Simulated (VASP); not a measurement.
# BN (R3m) in VASP: settings compared, part 2 of 2

VASP 6.6.1.

## Step 3: Relaxation of cell and atoms, BLYP

INCAR reads:

```
PREC = Accurate ; ENCUT = 600
EDIFF = 1E-7 ; ISMEAR = -1
SIGMA = 0.05 ; LREAL = F
LASPH = T ; NELM = 60
ALGO = Normal ; ISIF = 3
LWAVE = F ; LCHARG = F
GGA = B5 ; ALDAX = 1.0
AGGAX = 1.0 ; AGGAC = 1.0
ALDAC = 0.0 ; IBRION = 2
NSW = 40 ; EDIFFG = -0.01
```

KPOINTS reads:

```
regular mesh
0
Gamma
  12 12 12
```

POSCAR reads:

```
BN
1.0
    1.2511217832      0.7223354983      3.3729344033
   -1.2511217832      0.7223354983      3.3729344033
    0.0000000000     -1.4446709966      3.3729344033
N B
1 1
Direct
    0.6672382000      0.6672382000      0.6672382000
    0.0003288000      0.0003288000      0.0003288000
```

Potentials or basis: VASP PAW PBE potentials, release 64 (N, B).

On the command line:

```bash
$ cat potpaw_PBE.64/N/POTCAR potpaw_PBE.64/B/POTCAR > POTCAR
$ mpirun -np 1 vasp_std > vasp.out
```

Run time: 5.9 min. Hardware: 1 thread of Intel Xeon Platinum 8488C (Sapphire Rapids), shared host; peak memory 0.18 GiB.

The run converged. Its results:

* Free energy: -16.8664 eV
* Relaxed volume: 10.96 Å³/atom
* Relaxed cell: a = 4.249 Å, b = 4.249 Å, c = 4.249 Å, α = 34.47°, β = 34.47°, γ = 34.47°
* Space group after relaxing (to 0.05 Å): R3m (No. 160)
* Energy gained by relaxing: 18.9 meV/atom
* Ionic steps: 11
* Pressure after relaxing: -0.1 GPa
* Largest force after relaxing: 0.004 eV/Å
* Band gap on the k mesh: 4.41 eV, indirect (least direct gap 4.69 eV)

Forces on the atoms (eV/Å):
```
N    0.000  0.000 -0.004
B    0.000  0.000  0.004
```

Stress tensor (GPa, compression positive):
```
-0.11  0.00  0.00
 0.00 -0.11  0.00
 0.00  0.00  0.01
```

The path:
| step | energy change (eV) | largest force (eV/Å) | pressure (GPa) | volume (Å³) |
| --- | --- | --- | --- | --- |
| 1 | 0.0000 | 0.0004 | 5.23 | 18.29 |
| 2 | 0.0052 | 0.0010 | -5.80 | 19.09 |
| 3 | -0.0055 | 0.0002 | 0.41 | 18.62 |
| 4 | -0.0096 | 0.0040 | 0.35 | 18.81 |
| 5 | -0.0198 | 0.0131 | 0.26 | 19.39 |
| 6 | -0.0325 | 0.0245 | 0.20 | 20.56 |
| 7 | -0.0343 | 0.0344 | -0.16 | 22.87 |
| 8 | -0.0376 | 0.0302 | 0.13 | 21.64 |
| 9 | -0.0378 | 0.0312 | 0.09 | 21.89 |
| 10 | -0.0370 | 0.1241 | -0.90 | 22.01 |
| 11 | -0.0378 | 0.0041 | -0.07 | 21.91 |

Final structure:
```
CELL_PARAMETERS angstrom
1.25875 0.72674 3.99255
-1.25875 0.72674 3.99255
0.00000 -1.45348 3.99255
ATOMIC_POSITIONS crystal
N 0.66715 0.66715 0.66715
B 0.00042 0.00042 0.00042
```

Levels at points of the mesh, in eV from the valence-band top:
| k point | band 1 | band 2 | band 3 | band 4 | band 5 | band 6 | band 7 | band 8 |
| --- | --- | --- | --- | --- | --- | --- | --- | --- |
| (0.00, 0.00, 0.00) | -17.52 | -4.71 | -1.45 | -1.45 | 4.41 | 11.54 | 11.54 | 12.42 |
| (0.50, 0.00, 0.00) | -14.50 | -8.77 | -4.15 | -0.78 | 5.04 | 9.68 | 12.36 | 13.57 |
| (0.50, 0.50, 0.00) | -14.48 | -8.74 | -4.16 | -0.98 | 4.55 | 9.88 | 13.15 | 15.26 |
| (0.50, 0.50, 0.50) | -17.45 | -5.51 | -1.45 | -1.45 | 8.12 | 10.53 | 11.53 | 11.53 |

Caveat: the volume moved by over 15 % at a fixed basis, so the end points are rough; the PAW data sets were made with another functional, which shifts forces and pressure a little. A k mesh can miss the band edges.

## Step 4: Relaxation of cell and atoms, PW91

INCAR reads:

```
SYSTEM = BN
ALGO = Fast
EDIFF = 1E-6
EDIFFG = -0.02
ENCUT = 600
GGA = 91
IBRION = 2
ISIF = 3
ISMEAR = -1
LASPH = .TRUE.
LCHARG = .FALSE.
LREAL = .FALSE.
LWAVE = .FALSE.
NELM = 60
NSW = 40
PREC = Accurate
SIGMA = 0.05
```

KPOINTS reads:

```
k-points
0
G
  12 12 12
  0 0 0
```

POSCAR is that of step 3.

On the command line:

```bash
$ cat potpaw_PBE.64/N/POTCAR potpaw_PBE.64/B/POTCAR > POTCAR
$ mpirun -np 1 vasp_std > vasp.out
```

Wall time 5.3 min (1 thread of Intel Xeon Platinum 8488C (Sapphire Rapids), shared host); peak memory 0.2 GiB.

Results (log left out):

| Item | Value |
| --- | --- |
| Free energy | -17.6678 eV |
| Relaxed volume | 10.47 Å³/atom |
| Relaxed cell | a = 4.104 Å, b = 4.104 Å, c = 4.104 Å, α = 35.61°, β = 35.61°, γ = 35.61° |
| Space group after relaxing (to 0.05 Å) | R3m (No. 160) |
| Energy gained by relaxing | 7.3 meV/atom |
| Ionic steps | 15 |
| Pressure after relaxing | 0.2 GPa |
| Largest force after relaxing | 0.020 eV/Å |
| Band gap on the k mesh | 4.49 eV, indirect (least direct gap 4.67 eV) |

Forces on the atoms (eV/Å):
```
N    0.000  0.000 -0.020
B    0.000  0.000  0.020
```

Stress tensor (GPa, compression positive):
```
0.25 0.00 0.00
0.00 0.25 0.00
0.00 0.00 0.08
```

Step by step:
| step | energy change (eV) | largest force (eV/Å) | pressure (GPa) | volume (Å³) |
| --- | --- | --- | --- | --- |
| 1 | 0.0000 | 0.0026 | 2.95 | 18.29 |
| 2 | 0.0022 | 0.0003 | -3.61 | 18.74 |
| 3 | -0.0017 | 0.0015 | 0.25 | 18.47 |
| 4 | -0.0028 | 0.0014 | 0.26 | 18.56 |
| 5 | -0.0056 | 0.0003 | 0.36 | 18.84 |
| 6 | -0.0098 | 0.0047 | 0.60 | 19.40 |
| 7 | -0.0138 | 0.0223 | 1.06 | 20.51 |
| 8 | -0.0133 | 0.0061 | -1.86 | 20.94 |
| 9 | -0.0143 | 0.0111 | -0.13 | 20.68 |
| 10 | -0.0144 | 0.0091 | -0.20 | 20.75 |
| 11 | -0.0144 | 0.0189 | -0.21 | 20.78 |
| 12 | -0.0144 | 0.0386 | -0.27 | 20.85 |
| 13 | -0.0145 | 0.0374 | -0.07 | 20.87 |
| 14 | -0.0145 | 0.0353 | 0.23 | 20.91 |
| 15 | -0.0146 | 0.0198 | 0.19 | 20.95 |

Final structure:
```yaml
crystal:
  lattice:
    - [1.25486, 0.72449, 3.83981]
    - [-1.25486, 0.72449, 3.83981]
    - [0.00000, -1.44899, 3.83981]
  atoms:
    - { symbol: N, position: [0.66720, 0.66720, 0.66720] }
    - { symbol: B, position: [0.00037, 0.00037, 0.00037] }
```

Levels at points of the mesh, in eV from the valence-band top:
```
           k point  band 1  band 2  band 3  band 4  band 5  band 6  band 7  band 8
(0.00, 0.00, 0.00)  -17.64   -4.69   -1.35   -1.35    4.62   11.57   11.57   12.68
(0.50, 0.00, 0.00)  -14.54   -8.87   -4.12   -0.77    5.07    9.68   12.56   13.95
(0.50, 0.50, 0.00)  -14.52   -8.83   -4.13   -1.02    4.49    9.84   13.46   15.80
(0.50, 0.50, 0.50)  -17.55   -5.67   -1.36   -1.36    8.62   11.02   11.55   11.55
```

Caveat: the PAW data sets were made with another functional, which shifts forces and pressure a little. PW91 gaps usually lie below the measured ones, often by a third to a half.

## Step 5: Relaxation of cell and atoms, AM05

INCAR reads:

```
PREC     = Accurate       # precision mode
ENCUT    = 600            # plane-wave cutoff, eV
EDIFF    = 1E-6           # SCF threshold, eV
ISMEAR   = -1             # smearing method
SIGMA    = 0.05           # smearing width, eV
LREAL    = F              # projectors in reciprocal space
LASPH    = T              # aspherical terms in the spheres
NELM     = 80             # most SCF steps
ALGO     = Normal         # electronic algorithm
ISIF     = 3              # what is computed and relaxed
LWAVE    = F              # write WAVECAR
LCHARG   = F              # write CHGCAR
GGA      = AM             # functional
IBRION   = 2              # ionic algorithm
NSW      = 40             # ionic steps
EDIFFG   = -0.005         # ionic threshold
```

KPOINTS reads:

```
regular mesh
0
Gamma
  12 12 12
```

POSCAR is that of step 4.

On the command line:

```bash
$ cat potpaw_PBE.64/N/POTCAR potpaw_PBE.64/B/POTCAR > POTCAR
$ mpirun -np 1 vasp_std > vasp.out
```

Run time: 11 min. Hardware: 1 thread of Intel Xeon Platinum 8488C (Sapphire Rapids), shared host; peak memory 0.17 GiB.

It converged, with:

| Quantity | Value |
| --- | --- |
| Free energy | -18.0640 eV |
| Relaxed volume | 10.51 Å³/atom |
| Relaxed cell | a = 4.128 Å, b = 4.128 Å, c = 4.128 Å, α = 35.34°, β = 35.34°, γ = 35.34° |
| Space group after relaxing (to 0.05 Å) | R3m (No. 160) |
| Energy gained by relaxing | 5.6 meV/atom |
| Ionic steps | 31 |
| Pressure after relaxing | 0.0 GPa |
| Band gap on the k mesh | 4.46 eV, indirect (least direct gap 4.63 eV) |

Stress tensor (GPa, compression positive):
```
-0.06  0.00  0.00
 0.00 -0.06  0.00
 0.00  0.00  0.03
```

The path:
```tsv
step	energy change (eV)	largest force (eV/Å)	pressure (GPa)	volume (Å³)
1	0.0000	0.0040	1.36	18.29
2	-0.0002	0.0000	-1.15	18.50
3	-0.0005	0.0017	-0.08	18.41
4	-0.0014	0.0009	-0.10	18.51
5	-0.0039	0.0096	-0.01	18.82
6	-0.0074	0.0312	0.14	19.44
7	-0.0107	0.0854	0.45	20.68
8	-0.0088	0.1599	-2.08	21.23
9	-0.0111	0.0119	-0.31	20.84
10	-0.0106	0.1004	0.87	20.90
11	-0.0111	0.0165	-0.02	20.85
12	-0.0111	0.0134	0.31	20.85
13	-0.0111	0.0029	0.13	20.85
14	-0.0111	0.0202	-0.12	20.89
15	-0.0111	0.0068	0.02	20.87
16	-0.0111	0.0060	0.03	20.87
17	-0.0111	0.0007	0.00	20.88
18	-0.0111	0.0168	-0.14	20.91
19	-0.0111	0.0071	-0.06	20.89
20	-0.0111	0.0080	-0.05	20.90
21	-0.0111	0.0107	-0.03	20.90
22	-0.0111	0.0161	0.01	20.92
23	-0.0112	0.0130	0.04	20.92
24	-0.0112	0.0037	0.08	20.93
25	-0.0112	0.0150	0.18	20.95
26	-0.0112	0.0024	0.12	20.94
27	-0.0112	0.0060	0.05	20.95
28	-0.0112	0.0095	-0.02	20.97
29	-0.0112	0.0080	-0.04	20.98
30	-0.0112	0.0038	-0.12	21.01
31	-0.0112	0.0011	-0.03	21.02
```

Final structure:
```cif
data_structure
_symmetry_space_group_name_H-M 'P 1'
_symmetry_Int_Tables_number 1
_cell_length_a 4.1275
_cell_length_b 4.1275
_cell_length_c 4.1275
_cell_angle_alpha 35.338
_cell_angle_beta 35.338
_cell_angle_gamma 35.338
_cell_volume 21.02
loop_
_atom_site_label
_atom_site_type_symbol
_atom_site_fract_x
_atom_site_fract_y
_atom_site_fract_z
_atom_site_occupancy
N1 N 0.66713 0.66713 0.66713 1
B1 B 0.00044 0.00044 0.00044 1
```

Levels at points of the mesh, in eV from the valence-band top:
| k point | band 2 | band 3 | band 4 | band 5 | band 6 | band 7 |
| --- | --- | --- | --- | --- | --- | --- |
| (0.00, 0.00, 0.00) | -4.77 | -1.29 | -1.29 | 4.68 | 11.54 | 11.54 |
| (0.50, 0.00, 0.00) | -8.89 | -4.10 | -0.79 | 5.02 | 9.70 | 12.62 |
| (0.50, 0.50, 0.00) | -8.85 | -4.12 | -1.03 | 4.46 | 9.86 | 13.50 |
| (0.50, 0.50, 0.50) | -5.71 | -1.30 | -1.30 | 8.63 | 11.07 | 11.52 |

Caveat: the PAW data sets were made with another functional, which shifts forces and pressure a little.

## Step 6: For comparison

An earlier run on the cell as given: functional PBEsol; potentials or basis VASP PAW PBE potentials, release 64 (N, B); cutoff 520 eV; k mesh 12 × 12 × 12; occupations fermi-dirac, width 0.05 eV; no spin polarisation.

* Pressure: 1.0 GPa
* Band gap on the k mesh: 4.18 eV, indirect (least direct gap 4.63 eV)

## Step 7: The runs side by side

```csv
task,level,cell,cutoff (eV),ladder,gap on the mesh (eV),pressure (GPa),relaxed volume (Å³/atom),largest force (eV/Å)
relaxation of cell and atoms,revPBE,relaxed,600,-,4.59,-0.1,11.03,0.01
relaxation of cell and atoms,BLYP,relaxed,600,-,4.41,-0.1,10.96,-
relaxation of cell and atoms,PW91,relaxed,600,-,4.49,0.2,10.47,0.02
relaxation of cell and atoms,AM05,relaxed,600,-,4.46,0.0,10.51,-
single point,PBEsol,as given,520,free,4.18,1.0,-,-
```

Alike in all rows: potentials or basis VASP PAW PBE potentials, release 64 (N, B); no spin polarisation; k mesh 12 × 12 × 12; smearing fermi-dirac 0.05 eV.

Caveats: the PAW data sets were made with another functional, which shifts forces and pressure a little; the volume moved by over 15 % at a fixed basis, so the end points are rough (some runs).

Total energies depend on the potentials used, so only differences within one code and one set of settings carry meaning.
